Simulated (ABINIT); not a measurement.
# AgBr (Fm-3m): G0W0 in ABINIT against the bands in the self-energy, part 2 of 2

Aim: move the bands in the self-energy of a G0W0 run on AgBr (Fm-3m) over a wide range.

ABINIT 10.8.3; PBE and many-body steps on it, plane waves. Known limits of the many-body steps: not at the basis limit; d shell near the gap, gap tends to lie low; no spin-orbit coupling; coarse k mesh.

So far. Step 2 (Screening, 4×4×4 mesh, 316 bands, screening to 272.1 eV): Local fields lower ε∞ by 8 %. On a Γ-centred mesh this coarse the value itself is usually too large, while a short band sum pulls it down.

The database entry behind the starting cell differs from later determinations by our own check (about 0.6 % short of the room-temperature cell), so it need not match the best structure at ambient conditions.

## 6. 89 bands

Level of this step: G0W0 on PBE, plane waves, norm-conserving pseudopotentials (ABINIT).

The self-energy is evaluated for the states that the input lists, and the levels follow from it, in one-shot runs by the linearised quasiparticle equation.

run.abi reads:

```
acell 3*1.0 Angstrom
rprim 
  -0.000000000000 2.870150000000 2.870150000000
  2.870150000000 0.000000000000 2.870150000000
  2.870150000000 2.870150000000 0.000000000000
ntypat 2
znucl 47 35
natom 2
typat 1 2
xred 
  0.000000000000 0.000000000000 0.000000000000
  0.500000000000 0.500000000000 0.500000000000
pp_dirpath "pseudos"
pseudos "Ag.upf, Br.upf"
ecut 37
ngkpt 4 4 4
nshiftk 1
shiftk 0 0 0
kptopt 1
chksymbreak 0
istwfk *1
occopt 1
irdwfk 1
optdriver 4
nband 89
gwcalctyp 0
ecutsigx 37
symsigma 1
nkptgw 2
kptgw 
  0.5000000000 0.0000000000 0.0000000000
  0.0000000000 0.0000000000 0.0000000000
bdgw 
  12 15
  11 17
ecuteps 10
irdscr 1
ppmodel 1
indata_prefix "in"
outdata_prefix "out"
tmpdata_prefix "tmp"
```

Launch:

```
OMP_NUM_THREADS=1 mpirun -n 8 abinit run.abi > log
```

The program printed:

```text
.Version 10.8.3 of ABINIT. v10.8.2 released Aug 2026.

 Symmetries : space group Fm -3 m (#225); Bravais cF (face-center cubic)
[... echo of the input left out ...]
== DATASET  1 ==================================================================
-   mpi_nproc: 8, omp_nthreads: 1 (-1 if OMP is not activated)

--- !DatasetInfo
iteration_state: {dtset: 1, }
dimensions: {natom: 2, nkpt: 8, mband: 89, nsppol: 1, nspinor: 1, nspden: 1, mpw: 3479, }
cutoff_energies: {ecut:  37.0, pawecutdg:  -1.0, }
[...]
Band     E0 <VxcDFT>   SigX SigC(E0)      Z dSigC/dE  Sig(E)    E-E0       E
[...]
16  14.829 -11.431  -6.553  -4.241   0.820  -0.220 -10.909   0.521  15.350
       17  14.829 -11.431  -6.553  -4.241   0.820  -0.220 -10.909   0.521  15.350

== END DATASET(S) ==============================================================
================================================================================

 -outvars: echo values of variables after computation  --------
           etotal      0.0000000000E+00
            nband          89
             nkpt           8
          spgroup         225
 [... the other variables as echoed above ...]

 Calculation completed.
```

Elapsed: 25 s, on 8 MPI ranks of AMD EPYC 7R43, shared host; peak memory 2.4 GiB.

Numbers from this step:

| Quantity | Value |
| --- | --- |
| G0W0 gap on the points computed | 1.535 eV |
| starting gap on the mesh | 0.6721 eV |
| k of the valence top | 0.5, 0, 0 |
| k of the conduction bottom | 0, 0, 0 |
| least direct G0W0 gap on the computed points | 3.814 eV |

The gap on the mesh goes from 0.67 eV to 1.54 eV, a correction of +0.86 eV.

## 7. 190 bands

Changes to run.abi since step 6:

```diff
@@ -24,3 +24,3 @@
 optdriver 4
-nband 89
+nband 190
 gwcalctyp 0
```

The program printed:

```text
.Version 10.8.3 of ABINIT. v10.8.2 released Aug 2026.

 Symmetries : space group Fm -3 m (#225); Bravais cF (face-center cubic)
[... echo of the input left out ...]
== DATASET  1 ==================================================================
-   mpi_nproc: 8, omp_nthreads: 1 (-1 if OMP is not activated)

--- !DatasetInfo
iteration_state: {dtset: 1, }
dimensions: {natom: 2, nkpt: 8, mband: 190, nsppol: 1, nspinor: 1, nspden: 1, mpw: 3479, }
cutoff_energies: {ecut:  37.0, pawecutdg:  -1.0, }
[...]
Band     E0 <VxcDFT>   SigX SigC(E0)      Z dSigC/dE  Sig(E)    E-E0       E
[...]
16  14.829 -11.431  -6.553  -4.433   0.819  -0.222 -11.067   0.364  15.192
       17  14.829 -11.431  -6.553  -4.433   0.819  -0.222 -11.067   0.364  15.192

== END DATASET(S) ==============================================================
================================================================================

 -outvars: echo values of variables after computation  --------
           etotal      0.0000000000E+00
            nband         190
             nkpt           8
          spgroup         225
 [... the other variables as echoed above ...]

 Calculation completed.
```

The job ended after 50 s (8 MPI ranks; peak memory 2.9 GiB; 6.7 min of CPU time).

This step gave:

```
G0W0 gap on the points computed              : 1.681 eV
starting gap on the mesh                     : 0.6721 eV
k of the valence top                         : 0.5, 0, 0
k of the conduction bottom                   : 0, 0, 0
least direct G0W0 gap on the computed points : 3.86 eV
```

Against the run before, the gap moves by +0.146 eV.

## 8. 316 bands

Changes to run.abi since step 7:

```diff
@@ -24,3 +24,3 @@
 optdriver 4
-nband 190
+nband 316
 gwcalctyp 0
```

The program printed:

```text
.Version 10.8.3 of ABINIT. v10.8.2 released Aug 2026.

 Symmetries : space group Fm -3 m (#225); Bravais cF (face-center cubic)
[... echo of the input left out ...]
== DATASET  1 ==================================================================
-   mpi_nproc: 8, omp_nthreads: 1 (-1 if OMP is not activated)

--- !DatasetInfo
iteration_state: {dtset: 1, }
dimensions: {natom: 2, nkpt: 8, mband: 316, nsppol: 1, nspinor: 1, nspden: 1, mpw: 3479, }
cutoff_energies: {ecut:  37.0, pawecutdg:  -1.0, }
[...]
Band     E0 <VxcDFT>   SigX SigC(E0)      Z dSigC/dE  Sig(E)    E-E0       E
[...]
16  14.829 -11.431  -6.553  -4.493   0.818  -0.222 -11.117   0.314  15.143
       17  14.829 -11.431  -6.553  -4.493   0.818  -0.222 -11.117   0.314  15.143

== END DATASET(S) ==============================================================
================================================================================

 -outvars: echo values of variables after computation  --------
           etotal      0.0000000000E+00
            nband         316
             nkpt           8
          spgroup         225
 [... the other variables as echoed above ...]

 Calculation completed.
```

Elapsed: 62 s, on 8 MPI ranks; peak memory 3.4 GiB.

Numbers from this step:

```yaml
g0w0_gap_on_the_points_computed: 1.744 eV
starting_gap_on_the_mesh: 0.6721 eV
k_of_the_valence_top: 0.5, 0, 0
k_of_the_conduction_bottom: 0, 0, 0
least_direct_g0w0_gap_on_the_computed_points: 3.87 eV
```

Against the run before, the gap moves by +0.063 eV.

## 9. The runs together

Times are wall times on 8 MPI ranks of AMD EPYC 7R43, shared host, good to a factor of about two. A run's time includes the screening step that it read.

```tsv
run	mesh	bands	screening cutoff (eV)	DFT gap (eV)	gap on the mesh (eV)	direct (eV)	ε∞ used	time
21 bands	4×4×4	21	272.1	0.672	1.340	3.583	6.81	82 s
22 bands	4×4×4	22	272.1	0.672	1.353	3.591	6.81	81 s
40 bands	4×4×4	40	272.1	0.672	1.339	3.697	6.81	87 s
89 bands	4×4×4	89	272.1	0.672	1.535	3.814	6.81	98 s
190 bands	4×4×4	190	272.1	0.672	1.681	3.860	6.81	2.1 min
316 bands	4×4×4	316	272.1	0.672	1.744	3.870	6.81	2.3 min
```

## 10. What came out

```json
{
  "21 bands": "1.340 eV",
  "22 bands": "1.353 eV",
  "40 bands": "1.339 eV",
  "89 bands": "1.535 eV",
  "190 bands": "1.681 eV",
  "316 bands": "1.744 eV",
  "known limits": "not at the basis limit; d shell near the gap, gap tends to lie low; no spin-orbit coupling; coarse k mesh"
}
```

**Reading.** The setting moved: bands in the self-energy. From 21 bands to 316 bands the gap moves by +0.40 eV. The last step still moves it by +0.063 eV. Bands and screening cutoff are coupled, so a series along one setting does not show full convergence. Bands and cutoff are finite, so the gap is not at the basis limit. The miss can reach some tenths of an eV and take either sign; the mesh is an error of its own. In the G0W0 runs levels were corrected at 2 k points alone, so a gap called «on the mesh» is the least over those, and an edge elsewhere would be missed. The 4×4×4 mesh is coarse for this cell, which bears on the long-range parts of exchange and screening. A d shell, filled or nearly so, lies near the gap. One-shot GW converges very slowly in bands there, not always from below, and on a semilocal start the gap tends to come out low; starts rich in exact exchange can overshoot instead. The many-body steps are scalar-relativistic: spin-orbit coupling is not in them.

[Paths, hosts, dates, memory and timing lines, banners, echoed tables and standing remarks are left out of the program output.]

[Logs are printed without paths, hosts, clocks, repeated set-up lines and the standing remarks that a program may print on its own settings, such as how far it seeks lower states.]

[Runs of the session that timed out or met a known fault of the program may be left out.]

[Hosts, paths, dates, database ids (printed as entryN), source tags and the programs' standing remarks are cut or masked in the printed files.]

[G0W0 gaps are taken among the corrected bands and points alone; a level outside them can change the order at an edge.]

[Where Ansatz stands beside ABINIT at settings called matched, ABINIT's density can come from a denser mesh and the files from another edition; pairs whose starting gaps differed by over 0.03 eV were left out, so agreement reads better than it is.]
